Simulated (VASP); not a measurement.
# BP (F-43m) in VASP: settings compared

The runs below take BP through G0W0 quasiparticle levels, evGW0 quasiparticle levels, equation of state, with PBE, PBEsol.

All numbers are computed with VASP 6.6.1; they aren't measurements. Logs are shortened: lines on timing, memory, paths and dates and some standing lists are left out, and cuts for length are marked.

**Experimental background.**

“Equation of state of single-crystal cubic boron phosphide”, 2014, arxiv:1407.1677 reports, for a bulk crystal of BP at 300 K: bulk modulus 179 ± 1 GPa.

The runs below are set against these values where they give the same quantity.

## 1. Starting point

The structure is cubic, space group F-43m (No. 216). Conventional cell: a = 4.538 Å, b = 4.538 Å, c = 4.538 Å, α = 90.00°, β = 90.00°, γ = 90.00°. Around P (site symmetry -43m) lie 4 B at 1.97 Å. B (site symmetry -43m) is surrounded by 4 P at 1.97 Å.

## 2. G0W0 quasiparticle levels, PBE

The input, POSCAR:

```
BP
1.0
    0.0000000000      2.2690000000      2.2690000000
    2.2690000000      0.0000000000      2.2690000000
    2.2690000000      2.2690000000      0.0000000000
P B
1 1
Direct
    0.7500000000      0.7500000000      0.7500000000
    0.0000000000      0.0000000000      0.0000000000
```

The input, INCAR.step1:

```
SYSTEM = BP
PREC = Accurate
ENCUT = 450
EDIFF = 1E-8
ISMEAR = 0
SIGMA = 0.01
LREAL = .FALSE.
LASPH = .TRUE.
NELM = 80
ALGO = Normal
LWAVE = .TRUE.
LCHARG = .FALSE.
GGA = PE
```

The input, INCAR.step2:

```
SYSTEM = BP
PREC = Accurate
ENCUT = 450
EDIFF = 1E-8
ISMEAR = 0
SIGMA = 0.01
LREAL = .FALSE.
LASPH = .TRUE.
NELM = 1
ALGO = Exact
LWAVE = .TRUE.
LCHARG = .FALSE.
GGA = PE
NBANDS = 144
LOPTICS = .TRUE.
ISTART = 1
```

The input, INCAR.step3:

```
SYSTEM = BP
PREC = Accurate
ENCUT = 450
EDIFF = 1E-8
ISMEAR = 0
SIGMA = 0.01
LREAL = .FALSE.
LASPH = .TRUE.
ALGO = EVGW0
LWAVE = .FALSE.
LCHARG = .FALSE.
GGA = PE
NELMGW = 1
NBANDS = 144
ENCUTGW = 200
NOMEGA = 48
PRECFOCK = Fast
ISTART = 1
NBANDSGW = 12
```

The input, KPOINTS:

```
Automatic mesh
0
G
  3 3 3
  0 0 0
```

Potentials or basis: VASP PAW PBE potentials, release 64 (P_GW, B_GW).

Launch:

```console
$ cat potpaw_PBE.64/P_GW/POTCAR potpaw_PBE.64/B_GW/POTCAR > POTCAR
$ cp INCAR.step1 INCAR
$ mpirun -np 1 vasp_std > vasp.out
$ cp INCAR.step2 INCAR
$ mpirun -np 1 vasp_std > vasp.out
$ cp INCAR.step3 INCAR
$ mpirun -np 1 vasp_std > vasp.out
```

OUTCAR:

```text
SYSTEM = BP
   PREC = Accurate
   ENCUT = 450
   EDIFF = 1E-8
   ISMEAR = 0
   LREAL = .FALSE.
   LASPH = .TRUE.
   GGA = PE
   NELMGW = 1
   ENCUTGW = 200
   PRECFOCK = Fast
   ISTART = 1

 Found      4 irreducible k-points:

 Following reciprocal coordinates:
            Coordinates               Weight
  0.000000  0.000000  0.000000      1.000000
  0.333333  0.000000  0.000000      8.000000
  0.333333  0.333333  0.000000      6.000000
 -0.333333  0.333333  0.000000     12.000000
   k-points           NKPTS =      4   k-points in BZ     NKDIM =     27   number of bands    NBANDS=    144
   number of dos      NEDOS =    301   number of ions     NIONS =      2
   total plane-waves  NPLWV =  13824
   dimension x,y,z NGX =    24 NGY =   24 NGZ =   24
   dimension x,y,z NGXF=    48 NGYF=   48 NGZF=   48
   ions per type =               1   1
   NGX,Y,Z   is equivalent  to a cutoff of  12.43, 12.43, 12.43 a.u.
   NGXF,Y,Z  is equivalent  to a cutoff of  24.87, 24.87, 24.87 a.u.
 SYSTEM =  BP
   PREC   = accura    normal or accurate (medium, high low for compatibility)
   ISTART =      1    job   : 0-new  1-cont  2-samecut
   ICHARG =      0    charge: 1-file 2-atom 10-const
   ISPIN  =      1    spin polarized calculation?
   LNONCOLLINEAR =      F non collinear calculations
   LSORBIT =      F    spin-orbit coupling
   LASPH  =      T    aspherical Exc in radial PAW
   ENCUT  =  450.0 eV  33.07 Ry    5.75 a.u.   5.55  5.55  5.55*2*pi/ulx,y,z
   NELM   =     60;   NELMIN=  2; NELMDL=  0     # of ELM steps
   EDIFF  = 0.1E-07   stopping-criterion for ELM
   LREAL  =      F    real-space projection
   EDIFFG = 0.1E-06   stopping-criterion for IOM
   NSW    =      0    number of steps for IOM
   IBRION =     -1    ionic relax: 0-MD 1-quasi-New 2-CG
   NFREE  =      0    steps in history (QN), initial steepest desc. (CG)
   ISIF   =      0    stress and relaxation
   ISYM   =      3    0-nonsym 1-usesym 2-fastsym
   POTIM  = 0.5000    time-step for ionic-motion
   TEBEG  =    0.0;   TEEND  =   0.0 temperature during run
   PSTRESS=    0.0 pullay stress
   NELECT =       8.0000    total number of electrons
   NUPDOWN=      -1.0000    fix difference up-down
   EMIN   =  10.00;   EMAX   =-10.00  energy-range for DOS
   EFERMI =   0.00;   METHOD = LEGACY
   ISMEAR =     0;   SIGMA  =   0.01  broadening in eV -4-tet -1-fermi 0-gaus
   EFERMI_NEDOS =   21; number of points for ismear=-14 and -15
   IALGO  =     38    algorithm
   IMIX   =      4    mixing-type and parameters
     AMIX     =   0.40;   BMIX     =  1.00
     AMIX_MAG =   1.60;   BMIX_MAG =  1.00
  volume/ion in A,a.u.               =      11.68        78.83
  Fermi-wavevector in a.u.,A,eV,Ry     =   1.145320  2.164342 17.847562  1.311759
  Thomas-Fermi vector in A             =   2.282009
   LORBIT       =      0    0 simple, 1 ext, 2 COOP (PROOUT), +10 PAW based schemes
   GGA     = PE    functional components
   LHFCALC =     T    Hartree Fock is set to
   PRECFOCK=fast      Normal, Fast or Accurate (Low or Medium for compatibility)
   ENCUT4O =  -1.0   cutoff for four orbital integrals eV
   NKREDX  =     1    reduce k-point grid by
   NKREDY  =     1    reduce k-point grid by
   NKREDZ  =     1    reduce k-point grid by
   AEXX    =    1.0000 exact exchange contribution
   HFSCREEN=    0.0000 screening length (either q_TF or 0.3 A-1)
   HFSCREENC=   0.0000 screening length for correlation (either q_TF or 0.3 A-1)
   ENCUTFOCK=  -1.0 apply spherical cutoff to Coloumb kernel
   IVDW    =     0    specifies the selected vdW correction
   LEPSILON=     F    determine dielectric tensor
   LRPA    =     F    only Hartree local field effects (RPA)
   LRPAFORCE           =     F    calculate RPA forces
   ENCUTGW             = 200.0    cutoff for response function in eV
   ENCUTGWSOFT         = 160.0    soft cutoff for Coulomb kernel in GW response function in eV
   ENCUTLF             =  -1.0    cutoff for local field effects
   NELMGW              =     1    number of iterations in solving QP/BSE equation
   NELMHF              =     1    number of iterations in the inner HF iteration
   NKREDLFX            =     1    NKREDLFY  =   1   NKREDLFZ  =   1
 non-spin polarized calculation
 Gauss-broadening in eV      SIGMA  =   0.01
  energy-cutoff  :      450.00
  volume of cell :       23.36
 maximum number of plane-waves:       531
 NGX is ok and might be reduce to    24
  NGX = 14; NGY = 14; NGZ = 14
   NGX = 11   NGY = 11   NGZ = 11
 maximum number of plane-waves:       169

 QP shifts <psi_nk| G(iteration)W_0 |psi_nk>: iteration 1
 for sc-GW calculations column KS-energies equals QP-energies in previous step
 and V_xc(KS)=  KS-energies - (<T + V_ion + V_H > + <T+V_H+V_ion>^1  + <V_x>^1)

 k-point   1 :       0.0000    0.0000    0.0000
  band No.  KS-energies  QP-energies   sigma(KS)   V_xc(KS)     V^pw_x(r,r')   Z            occupation Imag(sigma)

      1      -8.2562      -9.1669     -13.2968     -12.0443     -20.4104       0.7271       2.0000       1.4463
      2       7.2423       6.6072     -14.1403     -13.3323     -15.6940       0.7860       2.0000       0.0795
      3       7.2423       6.6072     -14.1403     -13.3323     -15.6940       0.7860       2.0000       0.0795
      4       7.2423       6.6072     -14.1403     -13.3323     -15.6940       0.7860       2.0000       0.0795
      5      10.5996      10.8600     -11.7231     -12.0587      -6.6990       0.7758       0.0000      -0.1006
      6      10.5996      10.8600     -11.7231     -12.0587      -6.6990       0.7758       0.0000      -0.1006
      7      10.5996      10.8600     -11.7231     -12.0587      -6.6990       0.7758       0.0000      -0.1006
      8      14.6211      14.8718     -12.4121     -12.7388      -5.8616       0.7673       0.0000      -0.2431
      9      18.7364      18.5056      -9.6400      -9.3455      -3.2088       0.7836       0.0000      -0.3801
     10      19.2001      19.5775     -11.2591     -11.7529      -4.8887       0.7640       0.0000      -0.2482
     11      19.2001      19.5775     -11.2591     -11.7529      -4.8887       0.7640       0.0000      -0.2482
     12      22.8563      22.8643      -9.8568      -9.8669      -2.7229       0.7921       0.0000      -0.7627

 k-point   2 :       0.3333    0.0000    0.0000
  band No.  KS-energies  QP-energies   sigma(KS)   V_xc(KS)     V^pw_x(r,r')   Z            occupation Imag(sigma)

      1      -6.3381      -7.2284     -13.4797     -12.2494     -19.8743       0.7236       2.0000       1.0696
      2       0.4812      -0.3428     -13.2940     -12.1915     -16.7983       0.7475       2.0000       0.2537
      3       5.7643       5.0833     -13.9332     -13.0562     -15.8315       0.7765       2.0000       0.0871
      4       5.7643       5.0833     -13.9332     -13.0562     -15.8315       0.7765       2.0000       0.0871
      5      11.1127      11.2640     -11.8895     -12.0845      -6.5521       0.7764       0.0000      -0.1125
      6      12.0497      12.3278     -11.4737     -11.8323      -6.1150       0.7757       0.0000      -0.1191
      7      12.0497      12.3278     -11.4737     -11.8323      -6.1150       0.7757       0.0000      -0.1191
      8      17.3386      17.4661     -10.8015     -10.9706      -3.9912       0.7541       0.0000      -0.3418
      9      19.0046      19.2732     -11.0888     -11.4359      -4.5850       0.7738       0.0000      -0.3529
     10      19.0046      19.2732     -11.0888     -11.4359      -4.5850       0.7738       0.0000      -0.3529
     11      20.6568      20.6445     -10.5174     -10.5014      -3.6857       0.7705       0.0000      -0.4608
     12      24.9945      25.1436     -11.0985     -11.2976      -3.3551       0.7489       0.0000      -0.7720

 k-point   3 :       0.3333    0.3333    0.0000
  band No.  KS-energies  QP-energies   sigma(KS)   V_xc(KS)     V^pw_x(r,r')   Z            occupation Imag(sigma)

      1      -5.6621      -6.5971     -13.5322     -12.2893     -19.6316       0.7523       2.0000       0.9718
      2       1.6264       0.7895     -14.0047     -12.9007     -17.2483       0.7581       2.0000       0.2219
      3       3.7285       2.9801     -13.5492     -12.5712     -16.0353       0.7653       2.0000       0.1142
      4       3.7285       2.9801     -13.5492     -12.5712     -16.0353       0.7653       2.0000       0.1142
      5       8.5793       8.6388     -10.9810     -11.0563      -6.2808       0.7909       0.0000      -0.0922
      6      10.4955      10.5500     -10.3891     -10.4579      -5.2513       0.7911       0.0000      -0.1058
      7      16.8164      17.2571     -12.1755     -12.7487      -5.5689       0.7689       0.0000      -0.2990
      8      16.8164      17.2571     -12.1755     -12.7487      -5.5689       0.7689       0.0000      -0.2990
      9      20.8930      21.2229     -12.2094     -12.6458      -4.7080       0.7560       0.0000      -0.5463
     10      21.8821      22.2801     -11.3931     -11.9044      -4.3625       0.7786       0.0000      -0.5151
     11      24.4353      24.5781     -11.0439     -11.2334      -3.5072       0.7535       0.0000      -0.7098
     12      26.9735      27.2784     -11.6337     -12.0371      -3.5594       0.7558       0.0000      -1.1132

 k-point   4 :      -0.3333    0.3333    0.0000
  band No.  KS-energies  QP-energies   sigma(KS)   V_xc(KS)     V^pw_x(r,r')   Z            occupation Imag(sigma)

      1      -3.8247      -4.6713     -13.8636     -12.7142     -19.3027       0.7366       2.0000       0.7108
      2      -0.6121      -1.5276     -13.7395     -12.5124     -17.8964       0.7460       2.0000       0.3830
      3       0.8718       0.0518     -12.7046     -11.6314     -15.7545       0.7640       2.0000       0.1909
      4       4.1665       3.4253     -13.6584     -12.6946     -16.0028       0.7691       2.0000       0.1083
      5       9.8351       9.9191     -10.8029     -10.9091      -5.8143       0.7907       0.0000      -0.1019
      6      15.4335      15.6457     -11.3196     -11.5956      -5.2861       0.7686       0.0000      -0.2101
      7      15.7422      16.1585     -11.7981     -12.3392      -5.3371       0.7694       0.0000      -0.2717
      8      16.9753      17.2983     -12.0605     -12.4877      -5.3046       0.7561       0.0000      -0.3133
      9      17.6280      17.9385     -11.7305     -12.1376      -5.1107       0.7626       0.0000      -0.3095
     10      18.8698      19.1143     -11.0524     -11.3649      -4.7725       0.7827       0.0000      -0.3306
     11      25.9044      26.1792     -11.7072     -12.0791      -3.4867       0.7391       0.0000      -0.8936
     12      27.2862      27.2596     -10.1851     -10.1504      -2.6179       0.7675       0.0000      -0.9468
```

It took 20 s on 1 thread of Intel Xeon Platinum 8259CL at 2.50GHz (Skylake/Cascade Lake), shared host; peak memory 0.19 GiB.

These settings aren't checked as converged: the numbers below hold their error.

What came out:

* Band gap on the k mesh, mean-field level: 1.34 eV, indirect (least direct gap 3.36 eV)
* Quasiparticle gap: 2.03 eV
* Least direct quasiparticle gap: 4.25 eV

Caveat: the k mesh is coarse (spacing up to 0.80 Å⁻¹), so the values aren't converged; bands, screening cutoff and mesh are small and nothing is extrapolated, so the quasiparticle values aren't converged; an odd mesh through Γ misses points on the zone boundary, where band edges often lie.

## 3. EvGW0 quasiparticle levels, PBE

POSCAR is that of step 2.

The input, INCAR.step1:

```
SYSTEM = BP
PREC = Accurate ; ENCUT = 500
EDIFF = 1E-8 ; ISMEAR = 0
SIGMA = 0.01 ; LREAL = .FALSE.
LASPH = .TRUE. ; NELM = 100
ALGO = Normal ; LWAVE = .TRUE.
LCHARG = .FALSE. ; GGA = PE
KPAR = 4
```

The input, INCAR.step2:

```
SYSTEM = BP
PREC = Accurate ; ENCUT = 500
EDIFF = 1E-8 ; ISMEAR = 0
SIGMA = 0.01 ; LREAL = .FALSE.
LASPH = .TRUE. ; NELM = 1
ALGO = Exact ; LWAVE = .TRUE.
LCHARG = .FALSE. ; GGA = PE
NBANDS = 154 ; LOPTICS = .TRUE.
ISTART = 1 ; KPAR = 4
```

The input, INCAR.step3:

```
SYSTEM = BP
PREC = Accurate ; ENCUT = 500
EDIFF = 1E-8 ; ISMEAR = 0
SIGMA = 0.01 ; LREAL = .FALSE.
LASPH = .TRUE. ; ALGO = EVGW0
LWAVE = .FALSE. ; LCHARG = .FALSE.
GGA = PE ; NELMGW = 4
NBANDS = 154 ; ENCUTGW = 200
NOMEGA = 50 ; PRECFOCK = Fast
ISTART = 1 ; NBANDSGW = 12
KPAR = 4
```

The input, KPOINTS:

```
regular mesh
0
G
  6 6 6
  0 0 0
```

Potentials or basis: VASP PAW PBE potentials, release 64 (P_GW, B_GW).

Launch:

```console
$ cat potpaw_PBE.64/P_GW/POTCAR potpaw_PBE.64/B_GW/POTCAR > POTCAR
$ cp INCAR.step1 INCAR
$ mpirun -np 4 vasp_std > vasp.out
$ cp INCAR.step2 INCAR
$ mpirun -np 4 vasp_std > vasp.out
$ cp INCAR.step3 INCAR
$ mpirun -np 4 vasp_std > vasp.out
```

OUTCAR:

```text
SYSTEM = BP
   PREC = Accurate
   ENCUT = 500
   EDIFF = 1E-8
   ISMEAR = 0
   LREAL = .FALSE.
   LASPH = .TRUE.
   GGA = PE
   NELMGW = 4
   ENCUTGW = 200
   PRECFOCK = Fast
   ISTART = 1

 ion  position               nearest neighbor table
   1  0.750  0.750  0.750-   2 1.97   2 1.97   2 1.97   2 1.97
   2  0.000  0.000  0.000-   1 1.97   1 1.97   1 1.97   1 1.97

  LATTYP: Found a face centered cubic cell.
 ALAT       =     4.5380000000

  Lattice vectors:

 A1 = (   0.0000000000,   2.2690000000,   2.2690000000)
 A2 = (   2.2690000000,   0.0000000000,   2.2690000000)
 A3 = (   2.2690000000,   2.2690000000,   0.0000000000)

Analysis of symmetry for initial positions (statically):
[... 158 lines left out ...]
   ENCUTLF             =  -1.0    cutoff for local field effects
   NELMGW              =     4    number of iterations in solving QP/BSE equation
   NELMHF              =     1    number of iterations in the inner HF iteration
   NKREDLFX            =     1    NKREDLFY  =   1   NKREDLFZ  =   1
 non-spin polarized calculation
 Gauss-broadening in eV      SIGMA  =   0.01
  energy-cutoff  :      500.00
  volume of cell :       23.36
 maximum number of plane-waves:       609
  NGX = 14; NGY = 14; NGZ = 14
   NGX = 11   NGY = 11   NGZ = 11
 maximum number of plane-waves:       169

 QP shifts <psi_nk| G(iteration)W_0 |psi_nk>: iteration 1
 for sc-GW calculations column KS-energies equals QP-energies in previous step
 and V_xc(KS)=  KS-energies - (<T + V_ion + V_H > + <T+V_H+V_ion>^1  + <V_x>^1)

 k-point   1 :       0.0000    0.0000    0.0000
  band No.  KS-energies  QP-energies   sigma(KS)   V_xc(KS)     V^pw_x(r,r')   Z            occupation Imag(sigma)

      1      -8.3253      -9.1871     -13.2994     -12.0592     -20.4820       0.6949       2.0000       1.3448
      2       7.1367       6.5049     -14.1075     -13.3044     -14.9313       0.7867       2.0000       0.0156
      3       7.1367       6.5049     -14.1075     -13.3044     -14.9313       0.7867       2.0000       0.0156
      4       7.1367       6.5049     -14.1075     -13.3044     -14.9313       0.7867       2.0000       0.0156
      5      10.5399      10.8434     -11.6899     -12.0774      -7.1355       0.7833       0.0000      -0.1011
      6      10.5399      10.8434     -11.6899     -12.0774      -7.1355       0.7833       0.0000      -0.1011
      7      10.5399      10.8434     -11.6899     -12.0774      -7.1355       0.7833       0.0000      -0.1011
      8      14.5122      14.7874     -12.3954     -12.7615      -6.2255       0.7517       0.0000      -0.1907
      9      18.6605      18.5403      -9.6127      -9.4590      -3.3684       0.7817       0.0000      -0.3643
     10      19.1558      19.5644     -11.2295     -11.7579      -4.9747       0.7732       0.0000      -0.3132
     11      19.1558      19.5644     -11.2295     -11.7579      -4.9747       0.7732       0.0000      -0.3132
     12      22.8212      22.9061      -9.8367      -9.9465      -2.8198       0.7736       0.0000      -0.7839
[... 1002 lines left out ...]
      1      -4.2822      -4.2923     -13.8382       9.5420     -19.0761       0.7229       2.0000       0.5724
      2      -2.2270      -2.2363     -13.7172      11.4771     -18.2979       0.7167       2.0000       0.3429
      3       0.8392       0.8328     -12.9354      13.7661     -15.6461       0.7501       2.0000       0.0753
      4       0.9766       0.9703     -12.9335      13.9017     -15.6066       0.7514       2.0000       0.0728
      5      11.1676      11.1671     -11.1163      22.2833      -6.2206       0.7859       0.0000      -0.1185
      6      11.8067      11.8063     -11.0541      22.8603      -6.0832       0.7881       0.0000      -0.1209
      7      16.6422      16.6428     -11.8316      28.4747      -5.1908       0.7477       0.0000      -0.2871
      8      17.3256      17.3262     -11.7621      29.0885      -5.1334       0.7537       0.0000      -0.3064
      9      20.4710      20.4722     -11.9805      32.4531      -4.5441       0.7441       0.0000      -0.5291
     10      23.6769      23.6782     -11.6929      35.3716      -3.9242       0.7497       0.0000      -0.7443
     11      24.0133      24.0143     -12.3345      36.3492      -4.5514       0.7477       0.0000      -0.7830
     12      27.8219      27.8227     -11.6367      39.4597      -3.7510       0.7440       0.0000      -1.0490
```

OUTCAR.step1:

```text
SYSTEM = BP
   PREC = Accurate
   ENCUT = 500
   EDIFF = 1E-8
   ISMEAR = 0
   LREAL = .FALSE.
   LASPH = .TRUE.
[... 386 lines left out ...]
      3.40350      3.40350      3.40350         0.000000      0.000000     -0.000000
      0.00000      0.00000      0.00000        -0.000000     -0.000000      0.000000
 -----------------------------------------------------------------------------------
    total drift:                               -0.000000     -0.000000     -0.000000

  FREE ENERGIE OF THE ION-ELECTRON SYSTEM (eV)
  ---------------------------------------------------
  free  energy   TOTEN  =       -12.9005290243 eV

  energy  without entropy=      -12.9005290243  energy(sigma->0) =      -12.90052902
```

OUTCAR.step2:

```text
SYSTEM = BP
   PREC = Accurate
   ENCUT = 500
   EDIFF = 1E-8
[... 850 lines left out ...]
  --------------------------------------------------------------------------------------------------------------
     0.00000    10.80232    10.80232    10.80232    -0.00000    -0.00000    -0.00000
     2.43877    13.39670    13.39670    13.39670    -0.00000    -0.00000    -0.00000
     4.87755    20.16299    20.16299    20.16299    -0.00000    -0.00000    -0.00000
     7.31632    -5.85921    -5.85921    -5.85921    -0.00000     0.00000     0.00000
     9.75510    -3.76573    -3.76573    -3.76573     0.00000    -0.00000     0.00000
    12.19387    -2.92982    -2.92982    -2.92982     0.00000     0.00000     0.00000
[... 92 lines left out ...]
   238.99984     0.99120     0.99120     0.99120     0.00000     0.00000     0.00000
   241.43862     0.99138     0.99138     0.99138     0.00000     0.00000     0.00000
```

Wall time 6.6 min (4 MPI ranks of Intel Xeon Platinum 8488C (Sapphire Rapids), shared host); peak memory 0.58 GiB.

Results:

```
Band gap on the k mesh, mean-field level : 1.33 eV, indirect (least direct gap 3.40 eV)
Quasiparticle gap                        : 2.15 eV
Least direct quasiparticle gap           : 4.47 eV
```

Quasiparticle gap after each update of the energies (eV): 2.04, 2.13, 2.15, 2.15

Caveat: bands, screening cutoff and mesh are small and nothing is extrapolated, so the quasiparticle values aren't converged.

(Continued in part 2 of 2.)
